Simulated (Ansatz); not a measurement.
A run of Ansatz 0.2.0 is set up as follows.

The input input.yaml:

```yaml
crystal:
  lattice:
    - [0.0, 2.703, 2.703]
    - [2.703, 0.0, 2.703]
    - [2.703, 2.703, 0.0]
  atoms:
    - { symbol: Ni, position: [0.0, 0.0, 0.0], spin: 1.0 }
    - { symbol: Si, position: [0.75, 0.75, 0.75] }
    - { symbol: Si, position: [0.25, 0.25, 0.25] }
hamiltonian:
  xc: pbesol
  pseudopotentials: { kind: paw }
  hubbard: { sites: [{ species: Ni, l: d, u_eff: 0.0 }] }
magnetization:
  spin_polarized: true
kpoints:
  mp_grid: { grid: [9, 9, 9] }
scf:
  occupations: { method: fermi_dirac, width: 0.02 }
output:
  forces: true
  stress: true
  write_density: true
  write_potential: true
  elf: true
  volumetric_format: npy
relax:
  f_tol: 0.01
  max_steps: 40
  cell: { stress_tol: 0.05 }
```

Potentials or basis: Ansatz PAW.

Command:

```sh
$ ansatz run input.yaml --threads 2 --pin off --max-ram 5632MiB --backend cpu --events-out ev --progress --plain --runs-dir out
```

(1) Predict the band gap on the k mesh.

(2) Predict the absolute moment.

(3) What does it give for the net moment?

(4) Estimate the relaxed cell.

## Answers

(1) none (metal or under the smearing width).

(2) 0.00 μB per cell.

(3) 0.00 μB per cell.

(4) a = 3.817 Å, b = 3.817 Å, c = 3.817 Å, α = 60.00°, β = 60.00°, γ = 60.00°.

Caveat: the magnetic or orbital state may not be the lowest; the U is typed as a test and isn't derived for this compound; the starting moments weren't kept.
